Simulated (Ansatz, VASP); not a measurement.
## PtSe2 in VASP and in Ansatz

File INCAR:

```
  ALGO = Normal
  EDIFF = 1E-7
  ENCUT = 520
  GGA = PE
  ISIF = 2
  ISMEAR = 0
  IVDW = 12
  LASPH = T
  LCHARG = F
  LREAL = F
  LWAVE = F
  NBANDS = 18
  NELM = 80
  PREC = Accurate
  SIGMA = 0.15
```

The input KPOINTS:

```
k-points
0
Gamma
  12 12 8
```

File POSCAR:

```
PtSe2
1.0
    4.3372285822      0.0000000000      0.0000000000
   -2.1686142911      3.7561501342      0.0000000000
    0.0000000000      0.0000000000      4.8219239451
Pt Se
1 2
Direct
    0.0000000000      0.0000000000      0.0000000000
    0.3333333333      0.6666666667      0.2655211092
    0.6666666667      0.3333333333      0.7344788908
```

Input for Ansatz:

```yaml
crystal:
  lattice:
    - [4.3372285822, 0.0, 0.0]
    - [-2.1686142911, 3.7561501342, 0.0]
    - [0.0, 0.0, 4.8219239451]
  atoms:
    - { symbol: Pt, position: [0.0, 0.0, 0.0] }
    - { symbol: Se, position: [0.3333333333, 0.6666666667, 0.2655211092] }
    - { symbol: Se, position: [0.6666666667, 0.3333333333, 0.7344788908] }
basis:
  ecutwfc: 420
kpoints:
  mp_grid: { grid: [12, 12, 8] }
hamiltonian:
  xc: pbe
  pseudopotentials: { kind: paw, azcp: { folder: soft_1 } }
  dispersion: d3bj
scf:
  occupations: { method: gaussian, width: 0.15 }
output:
  forces: true
  stress: true
  eigenvalues: true
```

Change from the starting cell: normal strain along x +0.1500, normal strain along y +0.1500.

Alike in both runs: task single point; functional PBE; dispersion D3(BJ); k mesh 12 × 12 × 8; occupations gaussian, width 0.15 eV; no spin polarisation.

```csv
,VASP,Ansatz
version,VASP 6.6.1,Ansatz 0.2.0
potentials or method,"VASP PAW PBE potentials, release 64 (Pt, Se)","scalar-relativistic, plane waves, PAW"
plane-wave cutoff (eV),520,420
valence electrons in the cell,22,50
```

VASP gave:

- gap on the k mesh at the Fermi level (eV): none
- pressure (GPa): -17.0
- largest component of the traceless stress (GPa): 7.18
- rms of the force components (eV/Å): 0.521

Problem. Estimate Ansatz's values.

Solution. gap on the k mesh at the Fermi level (eV): none; pressure (GPa): -17.0; largest component of the traceless stress (GPa): 7.19; rms of the force components (eV/Å): 0.522.

Atom by atom the forces differ by 0.002 eV/Å (rms over components). A gap of «none» marks a metal or a gap that the smearing closes. The two sets of potentials don't hold the same shells in valence.

Caveats: so large a pressure means that the cell lies far from this level's equilibrium, or that cutoff or potentials fall short (VASP); pairwise dispersion overbinds metals, which lowers pressure and volume; forces of over 1 eV/Å show positions far from the minimum, so gaps and moduli don't describe the material at rest. The runs have no spin-orbit coupling, so splittings on Pt are missing.
